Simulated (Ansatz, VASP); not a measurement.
# Two plane-wave programs on NaF

File INCAR:

```
PREC     = Accurate       # precision mode
ENCUT    = 520            # plane-wave cutoff, eV
EDIFF    = 1E-7           # SCF threshold, eV
ISMEAR   = 0              # smearing method
SIGMA    = 0.01           # smearing width, eV
LREAL    = F              # projectors in reciprocal space
LASPH    = T              # aspherical terms in the spheres
NELM     = 60             # most SCF steps
ALGO     = Normal         # electronic algorithm
ISIF     = 2              # what is computed and relaxed
LWAVE    = F              # write WAVECAR
LCHARG   = F              # write CHGCAR
GGA      = PE             # functional
NBANDS   = 14             # bands
```

The input KPOINTS:

```
Automatic mesh
0
Gamma
  10 10 10
```

The input POSCAR:

```
NaF
1.0
    2.7934851974      0.0000000000      0.0000000000
    0.0000000000      2.7934851974      0.0000000000
    0.0000000000      0.0000000000      2.7934851974
Na F
1 1
Direct
    0.0000000000      0.0000000000      0.0000000000
    0.5000000000      0.5000000000      0.5000000000
```

Input for Ansatz:

```yaml
crystal:
  lattice:
    - [2.7934851974, 0.0, 0.0]
    - [0.0, 2.7934851974, 0.0]
    - [0.0, 0.0, 2.7934851974]
  atoms:
    - { symbol: Na, position: [0.0, 0.0, 0.0] }
    - { symbol: F, position: [0.5, 0.5, 0.5] }
kpoints:
  mp_grid: { grid: [10, 10, 10] }
  band_path:
    path:
      - [0.0, 0.0, 0.0]
      - [0.0, 0.5, 0.0]
      - [0.5, 0.5, 0.0]
      - [0.5, 0.5, 0.5]
      - [0.0, 0.5, 0.5]
    npoints: 1
hamiltonian:
  xc: pbe
scf:
  occupations: { method: fixed }
  n_extra_bands: 4
output:
  forces: true
  stress: true
  eigenvalues: true
```

Alike in both runs: task single point; functional PBE; k mesh 10 × 10 × 10; no spin polarisation.

```csv
,VASP,Ansatz
version,VASP 6.6.1,Ansatz 0.2.0
potentials or method,"VASP PAW PBE potentials, release 64 (Na_pv, F)","plane waves, PAW"
plane-wave cutoff (eV),520,420
occupations,"gaussian, width 0.01 eV",fixed
valence electrons in the cell,14,16
```

```tsv
	VASP	Ansatz	Ansatz less VASP
gap on the k mesh at the Fermi level (eV)	6.11	6.13	+0.016
pressure (GPa)	4.2	4.4	+0.16
```

The two sets of potentials don't hold the same shells in valence.

A k mesh can miss the band edges. PBE gaps usually lie below the measured ones, often by a third to a half.
